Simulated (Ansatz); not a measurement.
Base system: RuO2 in the rutile structure (space group P4_2/mnm, No. 136).

```yaml
crystal:
  lattice:
    - [4.46614, 0.00000, 0.00000]
    - [0.00000, 4.46614, 0.00000]
    - [0.00000, 0.00000, 3.09186]
  atoms:
    - { symbol: Ru, position: [0.00000, 0.00000, 0.00000] }
    - { symbol: Ru, position: [0.50000, 0.50000, 0.50000] }
    - { symbol: O, position: [0.30608, 0.30608, 0.00000] }
    - { symbol: O, position: [0.80608, 0.19392, 0.50000] }
    - { symbol: O, position: [0.19392, 0.80608, 0.50000] }
    - { symbol: O, position: [0.69392, 0.69392, 0.00000] }
```

Calculations: Ansatz (an electronic-structure program), PBEsol, PAW, cutoff 420 eV, no spin-orbit coupling.

For the base:

| Quantity | Value |
|---|---|
| Lattice parameter a | 4.466 Å |

Now apply this change: a negative pressure, −2 GPa.

Q: How does this affect the lattice parameter a?

A: The lattice parameter a rises by 0.0134 Å to 4.480 Å.

Load acts through the strain it causes; cell and atoms are relaxed under it. Stability against distortions was not tested. No Hubbard U is applied, and correlation can decide whether such a compound is a metal. The final runs are not spin-polarised.
